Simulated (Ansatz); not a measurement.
## Notes on Be

```
Be
1.0
     0.00000    1.57408    1.57408
     1.57408    0.00000    1.57408
     1.57408    1.57408    0.00000
Be
1
Direct
  0.00000 0.00000 0.00000
```

The numbers come from plane-wave PAW DFT (Ansatz): PBE, no spin polarisation, 420 eV, 14×14×14 Γ-centred k points, gaussian occupations (width 0.0149 eV). Nothing was relaxed.

Stress: The pressure is 0.9 GPa (compression positive), so with the atoms held at these fractions the cell would first expand.
Electronic structure: It is a metal, with about 0.03 states/eV a cell as the mean within 0.25 eV of the Fermi level.

Origin: a known structure type with other elements, at an estimated volume, so it need not be a known compound.
